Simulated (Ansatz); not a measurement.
**AlCu3: pressure against volume**

AlCu3, Fm-3m, a = 5.781 Å. The structure is a Materials Project entry; whether it is the stable form wasn't checked. Ansatz: r2SCAN, PAW, 500 eV, Γ-centred 12×12×12 mesh on 4 atoms, Gaussian smearing 0.10 eV; no spin polarisation. Symmetry fixes shape and atoms, so the cell is only scaled; pressure is positive in compression.

| V (Å³/atom) | P (GPa) |
| --- | --- |
| 11.353 | 10.81 |
| 11.715 | 4.94 |
| 12.077 | 0.00 |
| 12.440 | -4.16 |
| 12.802 | ? |

Problem. Take V0 = 12.077 Å³/atom, fit the third-order Birch–Murnaghan form to the other rows, and predict the missing pressure.

Solution. With the Eulerian strain f = ½[(V0/V)^(2/3) − 1] and y = P/[3f(1 + 2f)^(5/2)], the form is the line y = B0 + 1.5 B0 (B0′ − 4) f. Rows (f, y): 0.02104, 154.5; 0.01025, 152.7; -0.00977, 149.1. Means f = 0.007173, y = 152.10; Σ(Δf)² = 0.0004888, ΣΔfΔy = 0.08596; the slope is their ratio. y = 150.8 + 175.8 f GPa, so B0 = 150.8 GPa and B0′ = 4 + 2 × (175.8)/(3 × 150.8) = 4.78. At V = 12.802, f = -0.01906, y = 147.45 and P = -7.65 GPa. The run gave -7.66 GPa, so the fit is 0.01 GPa too high, a small miss on the scale of the series. The form still works here, 33 % of the fitted range beyond its end.